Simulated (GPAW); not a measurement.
MgSi:

```xyz
2
Lattice="2.9084 0.0000 0.0000 0.0000 2.9084 0.0000 0.0000 0.0000 4.1034" Properties=species:S:1:pos:R:3 pbc="T T T"
Si    1.4542    1.4542    2.0517
Mg    0.0000    0.0000    0.0000
```

The cell comes from a database or a generator and needn't be the stable form of this composition.

Base run:

| Property | Result |
| --- | --- |
| Program | GPAW 26.7.0 |
| Functional | PBEsol |
| Potentials or basis | PAW data sets generated in the run's folder for this functional |
| Cutoff | 800 eV |
| Basis | pw |
| k mesh | 9 × 9 × 7 |
| Occupations | fermi-dirac, width 0.05 eV |
| Spin | no spin polarisation |

Its results: pressure -1.4 GPa.

Question: The run is repeated on the same cell with these changes: k mesh from 9 × 9 × 7 to 7 × 7 × 5. What comes out?

Answer: Pressure -2.1 GPa.
